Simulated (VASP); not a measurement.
KF, 2 atoms in the cell. The structure is cubic, space group Fm-3m (No. 225). Conventional cell: a = 5.421 Å, b = 5.421 Å, c = 5.421 Å, α = 90.00°, β = 90.00°, γ = 90.00°. K (site symmetry m-3m) is surrounded by 6 F at 2.71 Å. F (site symmetry m-3m) is surrounded by 6 K at 2.71 Å. The cell was built by a generator and needn't be a form met in nature.

| Quantity | Value |
| --- | --- |
| Program | VASP 6.6.1 |
| Task | single point |
| Functional | PBE |
| Potentials or basis | VASP PAW PBE potentials, release 64 (K_sv, F) |
| Cutoff | 520 eV |
| k mesh | 8 × 8 × 8 |
| Occupations | gaussian, width 0.02 eV |
| Spin | no spin polarisation |
| Dipole correction | no |
| Further INCAR settings | ALGO = Normal; EDIFF = 1e-06; NBANDS = 15 |

Potentials or basis: VASP PAW PBE potentials, release 64 (K_sv, F).

Launch:

```console
$ cat potpaw_PBE.64/K_sv/POTCAR potpaw_PBE.64/F/POTCAR > POTCAR
$ mpirun -np 1 vasp_std > vasp.out
```

Hardware: 1 thread of Intel(R) Xeon(R) 6975P-C (Granite Rapids), on a shared host.

Estimate the wall time of this run.

Wall time 14 s on 1 thread of Intel(R) Xeon(R) 6975P-C (Granite Rapids), with other jobs on the host, peak memory 0.17 GiB. Counts: scf iterations 13, k points 29.
